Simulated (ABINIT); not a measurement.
Re in ABINIT: the effect of potentials

Crystal: Re.

```
CELL_PARAMETERS angstrom
2.76080 0.00000 0.00000
-1.38040 2.39092 0.00000
0.00000 0.00000 4.45820
ATOMIC_POSITIONS crystal
Re 0.66667 0.33333 0.75000
Re 0.33333 0.66667 0.25000
```

Alike in all runs:

```yaml
Program: ABINIT 10.8.3 (patched build)
Task: band structure
Functional: r2SCAN
k_mesh: 9 × 9 × 5
Occupations: fermi-dirac, width 0.05 eV
Spin: no spin polarisation
```

| potentials | cutoff | pressure (GPa) |
| --- | --- | --- |
| Ansatz PAW PBE default generated set, frozen core | 490 eV | -0.5 |
| JTH PAW PBE v2.0 | 707 eV | -0.6 |
| Ansatz NC r2SCAN | 1469 eV | -0.2 |
| SG15 NC PBE v1.2 | 844 eV | 1.2 |
| PseudoDojo NC SR PBE v0.4.1 standard | 1170 eV | ? |

What does the run with potentials PseudoDojo NC SR PBE v0.4.1 standard give?

Pressure -2.7 GPa.

Caveats: the PAW data sets were made with another functional, which shifts forces and pressure a little (some runs); the potentials were made for another functional, which shifts forces and pressure (some runs); the atomic spheres overlap (some runs); a meta-GGA on potentials with a model core is unreliable (some runs).
